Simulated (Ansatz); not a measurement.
# Wurtzite alloy of GaAs and AlAs (45 of 48 Ga sites exchanged), 96 atoms

Ansatz, PAW, plane waves. PBEsol relaxation of cell lengths and atoms (angles held) at the single k point (¼, ¼, ¼) without its symmetry partners; single points on the relaxed atoms at the Γ point alone, onto which points of the small cell's zone fold. Arrangement: quasirandom. No spin–orbit coupling unless named.

Relaxed structure:

```yaml
crystal:
  lattice:
    - [11.99365, 0.00000, 0.00000]
    - [0.00000, 13.87056, 0.00000]
    - [0.00000, 0.00000, 13.16729]
  atoms:
    - { symbol: Al, position: [0.00037, 0.16676, 0.00023] }
    - { symbol: Al, position: [0.00057, 0.16662, 0.50014] }
    - { symbol: Al, position: [0.33370, 0.16628, 0.00026] }
    - { symbol: Al, position: [0.33355, 0.16651, 0.50009] }
    - { symbol: Al, position: [0.16707, 0.41667, 0.00000] }
    - { symbol: Al, position: [0.16706, 0.41669, 0.50021] }
    - { symbol: Al, position: [0.00009, 0.66658, 0.99998] }
    - { symbol: Al, position: [0.66706, 0.16635, 0.00033] }
    - { symbol: Al, position: [0.66701, 0.16662, 0.50002] }
    - { symbol: Al, position: [0.50026, 0.41663, 0.00015] }
    - { symbol: Al, position: [0.50011, 0.41663, 0.50023] }
    - { symbol: Al, position: [0.33360, 0.66665, 0.00040] }
    - { symbol: Al, position: [0.16696, 0.91666, 0.00024] }
    - { symbol: Al, position: [0.16696, 0.91618, 0.50024] }
    - { symbol: Al, position: [0.83343, 0.41664, 0.00005] }
    - { symbol: Al, position: [0.83386, 0.41674, 0.50024] }
    - { symbol: Al, position: [0.66661, 0.66673, 0.00011] }
    - { symbol: Al, position: [0.66703, 0.66698, 0.50026] }
    - { symbol: Al, position: [0.50036, 0.91630, 0.50030] }
    - { symbol: Al, position: [0.83362, 0.91681, 0.00023] }
    - { symbol: Al, position: [0.83371, 0.91651, 0.50022] }
    - { symbol: Al, position: [0.16649, 0.08357, 0.25002] }
    - { symbol: Al, position: [0.16650, 0.08355, 0.75015] }
    - { symbol: Al, position: [0.99989, 0.33372, 0.25006] }
    - { symbol: Al, position: [0.99985, 0.33364, 0.75021] }
    - { symbol: Al, position: [0.49981, 0.08364, 0.25013] }
    - { symbol: Al, position: [0.49984, 0.08353, 0.75002] }
    - { symbol: Al, position: [0.33310, 0.33365, 0.25004] }
    - { symbol: Al, position: [0.33322, 0.33355, 0.75026] }
    - { symbol: Al, position: [0.16631, 0.58377, 0.25021] }
    - { symbol: Al, position: [0.16658, 0.58350, 0.74991] }
    - { symbol: Al, position: [0.99980, 0.83348, 0.25013] }
    - { symbol: Al, position: [0.99982, 0.83364, 0.74992] }
    - { symbol: Al, position: [0.83320, 0.08362, 0.25025] }
    - { symbol: Al, position: [0.83324, 0.08361, 0.75012] }
    - { symbol: Al, position: [0.66656, 0.33370, 0.25014] }
    - { symbol: Al, position: [0.66637, 0.33356, 0.75010] }
    - { symbol: Al, position: [0.49985, 0.58365, 0.25032] }
    - { symbol: Al, position: [0.49983, 0.58373, 0.75000] }
    - { symbol: Al, position: [0.33308, 0.83338, 0.25001] }
    - { symbol: Al, position: [0.33326, 0.83375, 0.75029] }
    - { symbol: Al, position: [0.83328, 0.58369, 0.25011] }
    - { symbol: Al, position: [0.83302, 0.58350, 0.74997] }
    - { symbol: Al, position: [0.66657, 0.83358, 0.24988] }
    - { symbol: Al, position: [0.66642, 0.83364, 0.75041] }
    - { symbol: Ga, position: [0.00033, 0.66664, 0.50067] }
    - { symbol: Ga, position: [0.33354, 0.66673, 0.50054] }
    - { symbol: Ga, position: [0.50006, 0.91668, 0.00057] }
    - { symbol: As, position: [0.99993, 0.16707, 0.18738] }
    - { symbol: As, position: [0.00001, 0.16706, 0.68727] }
    - { symbol: As, position: [0.33327, 0.16698, 0.18733] }
    - { symbol: As, position: [0.33327, 0.16699, 0.68726] }
    - { symbol: As, position: [0.16665, 0.41718, 0.18721] }
    - { symbol: As, position: [0.16669, 0.41689, 0.68733] }
    - { symbol: As, position: [0.99990, 0.66707, 0.18712] }
    - { symbol: As, position: [0.99989, 0.66692, 0.68752] }
    - { symbol: As, position: [0.66668, 0.16704, 0.18746] }
    - { symbol: As, position: [0.66668, 0.16700, 0.68722] }
    - { symbol: As, position: [0.49998, 0.41706, 0.18732] }
    - { symbol: As, position: [0.49988, 0.41705, 0.68733] }
    - { symbol: As, position: [0.33329, 0.66685, 0.18747] }
    - { symbol: As, position: [0.33328, 0.66722, 0.68739] }
    - { symbol: As, position: [0.16650, 0.91697, 0.18735] }
    - { symbol: As, position: [0.16667, 0.91696, 0.68731] }
    - { symbol: As, position: [0.83330, 0.41711, 0.18719] }
    - { symbol: As, position: [0.83325, 0.41687, 0.68731] }
    - { symbol: As, position: [0.66659, 0.66696, 0.18724] }
    - { symbol: As, position: [0.66665, 0.66713, 0.68733] }
    - { symbol: As, position: [0.49982, 0.91704, 0.18746] }
    - { symbol: As, position: [0.50004, 0.91695, 0.68741] }
    - { symbol: As, position: [0.83333, 0.91710, 0.18733] }
    - { symbol: As, position: [0.83317, 0.91698, 0.68730] }
    - { symbol: As, position: [0.16684, 0.08281, 0.43722] }
    - { symbol: As, position: [0.16678, 0.08314, 0.93730] }
    - { symbol: As, position: [0.00024, 0.33327, 0.43724] }
    - { symbol: As, position: [0.00012, 0.33329, 0.93737] }
    - { symbol: As, position: [0.50008, 0.08295, 0.43735] }
    - { symbol: As, position: [0.50031, 0.08297, 0.93728] }
    - { symbol: As, position: [0.33346, 0.33315, 0.43722] }
    - { symbol: As, position: [0.33360, 0.33291, 0.93741] }
    - { symbol: As, position: [0.16676, 0.58344, 0.43756] }
    - { symbol: As, position: [0.16683, 0.58336, 0.93717] }
    - { symbol: As, position: [0.00008, 0.83286, 0.43738] }
    - { symbol: As, position: [0.00012, 0.83308, 0.93714] }
    - { symbol: As, position: [0.83367, 0.08317, 0.43739] }
    - { symbol: As, position: [0.83370, 0.08324, 0.93729] }
    - { symbol: As, position: [0.66681, 0.33341, 0.43730] }
    - { symbol: As, position: [0.66665, 0.33293, 0.93729] }
    - { symbol: As, position: [0.50005, 0.58327, 0.43751] }
    - { symbol: As, position: [0.49993, 0.58317, 0.93726] }
    - { symbol: As, position: [0.33357, 0.83302, 0.43726] }
    - { symbol: As, position: [0.33360, 0.83322, 0.93751] }
    - { symbol: As, position: [0.83351, 0.58326, 0.43734] }
    - { symbol: As, position: [0.83321, 0.58324, 0.93720] }
    - { symbol: As, position: [0.66689, 0.83330, 0.43711] }
    - { symbol: As, position: [0.66667, 0.83337, 0.93757] }
```

**Question.** What are the mean bond lengths by pair (pairs within 1.2 times the sum of covalent radii, less contacts 15 % beyond the pair's median; cation–cation pairs of compounds aside; long ionic contacts are cut short by that bound)?

**Answer.** Al–As 2.456 ± 0.005 Å (standard deviation, 180 bonds); As–Ga 2.455 ± 0.004 Å (standard deviation, 12 bonds).

**Question.** What gap lies between the top filled and the lowest empty level in the single points?

**Answer.** HSE06 2.37 eV (76 s on NVIDIA GB300).
